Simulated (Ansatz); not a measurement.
**C: the order of phases at one pressure**

Which of fcc, bcc, hcp, graphite, sc, simple hexagonal has the lowest enthalpy for C at one common pressure? Methods of the runs shown: LAPW. Companion runs by PAW are cited.

Method: DFT, PBE, all-electron LAPW, scalar-relativistic, in Ansatz 0.2.0.

**1. The system as given**

It takes space group Fm-3m (No. 225, cubic). Conventional cell: a = 2.750 Å, b = 2.750 Å, c = 2.750 Å, α = 90.00°, β = 90.00°, γ = 90.00°. Around C (site symmetry m-3m) lie 12 C at 1.94 Å.

Structure file:

```
C
1.0
     0.00000    1.37482    1.37482
     1.37482    0.00000    1.37482
     1.37482    1.37482    0.00000
C
1
Direct
  0.00000 0.00000 0.00000
```

**2. Fcc relaxed under pressure, LAPW**

input.yaml

```yaml
crystal:
  lattice:
    - [0.0, 1.3748152142, 1.3748152142]
    - [1.3748152142, 0.0, 1.3748152142]
    - [1.3748152142, 1.3748152142, 0.0]
  atoms:
    - { symbol: C, position: [0.0, 0.0, 0.0] }
kpoints:
  mp_grid: { grid: [25, 25, 25] }
scf:
  occupations: { method: fermi_dirac, width: 0.1 }
hamiltonian:
  xc: pbe
  pseudopotentials: { kind: all_electron, lapw: { basis_error: 0.0005 } }
output:
  forces: true
  stress: true
  eigenvalues: true
relax:
  f_tol: 0.005
  max_steps: 12
  cell: { p_target: 96.0, stress_tol: 0.048 }
```

Launch:

```
$ ansatz run input.yaml --threads 1 --pin off --max-ram 3584MiB --backend cpu --events-out ev --progress --plain --runs-dir out
```

After this run come: Bcc relaxed under pressure, LAPW; Hcp relaxed under pressure, LAPW; Graphite at the cell that PAW relaxed, LAPW; Sc relaxed under pressure, LAPW; Simple hexagonal relaxed under pressure, LAPW.

What does the calculation give? Wanted: pressure; lowest (for each run or level that gives them).

**Answer**, as computed:

| quantity | value |
| --- | --- |
| pressure | 96 GPa |
| lowest (LAPW) | graphite, 1798.2 meV/atom under sc |
| lowest (PAW) | graphite, 1795.5 meV/atom under sc |

In words: By LAPW the order is graphite < sc < simple hexagonal < hcp < bcc < fcc. By PAW the order is graphite < sc < simple hexagonal < hcp < bcc < fcc. The methods agree on the lowest phase. Only these structures were tried, with electrons smeared by 0.1 eV and without vibrations, so the true ground state may be another. The k meshes differ between phases and weren't tested, which can move differences by some meV. The hcp start ended with c/a = 2.83, far from close packing.
